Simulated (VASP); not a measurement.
**InSb in VASP: one cell, several levels of theory**

An exercise on one series of results from a longer session: the logs are not shown, and one member is left open.

Code: VASP 6.6.1. PAW datasets, plane waves. No spin polarisation. The prototype was imposed, so other structures may be more stable.

## The structure to begin with

The cell comes from an earlier relaxation with r2SCAN in another program.

The symmetry is Pm-3m (No. 221, cubic); a = 3.769 Å in the conventional setting, 26.77 Å³ an atom. Around In lie 8 Sb at 3.26 Å; around Sb lie 8 In at 3.26 Å.

Coordinates:

Space group Pm-3m (No. 221). a = 3.769 Å, b = 3.769 Å, c = 3.769 Å, α = 90.00°, β = 90.00°, γ = 90.00°
```
atom  site  symmetry       x       y       z
  In    1a      m-3m  0.0000  0.0000  0.0000
  Sb    1b      m-3m  0.5000  0.5000  0.5000
```

Set-up of the first run:

Input file INCAR:

```
ENCUT = 520.000000
SIGMA = 0.020000
EDIFF = 1.00e-07
GGA = PE
PREC = Accurate
IBRION = -1
ISIF = 2
ISMEAR = -1
NBANDS = 16
NELM = 120
NSW = 0
LASPH = .TRUE.
LCHARG = .FALSE.
LWAVE = .FALSE.
LREAL = .FALSE.
```

Input file KPOINTS:

```
KPOINTS created by Atomic Simulation Environment
0
Gamma
8 8 8
0 0 0
```

Input file KPOINTS_OPT:

```
special points
5
Reciprocal
0.0000000000 0.0000000000 0.0000000000 1
0.0000000000 0.5000000000 0.0000000000 1
0.5000000000 0.5000000000 0.0000000000 1
0.5000000000 0.5000000000 0.5000000000 1
0.1000000000 0.5000000000 0.0000000000 1
```

Input file POSCAR:

```
In Sb
 1.0000000000000000
     3.7689761793755929    0.0000000000000000    0.0000000000000000
     0.0000000000000000    3.7689761793755929    0.0000000000000000
     0.0000000000000000    0.0000000000000000    3.7689761793755929
 In  Sb
   1   1
Cartesian
  0.0000000000000000  0.0000000000000000  0.0000000000000000
  1.8844880896877965  1.8844880896877965  1.8844880896877965
```

Potentials: the recommended PBE PAW datasets, 18 valence electrons in the neutral cell.

The run is started by

```console
mpirun -np 1 vasp_std
```

Among the steps run: PBE; Single point with r2SCAN; LDA at this geometry; PBEsol at this geometry; PBE+SOC.

One table of the session follows, with a row left open; its other results are not shown here.

| level | gap (eV) |
| --- | --- |
| PBE | ? |
| r2SCAN | -3.62 |
| LDA | -3.42 |
| PBEsol | -3.48 |
| PBE+SOC | -3.52 |

**Question.** Estimate the row for PBE.

**Answer.** gap (eV): -3.47. In the column «gap (eV)» it lies between PBEsol (-3.48) and LDA (-3.42).

A negative gap is an overlap of bands.

No gap over 0.02 eV opens at any of these levels.
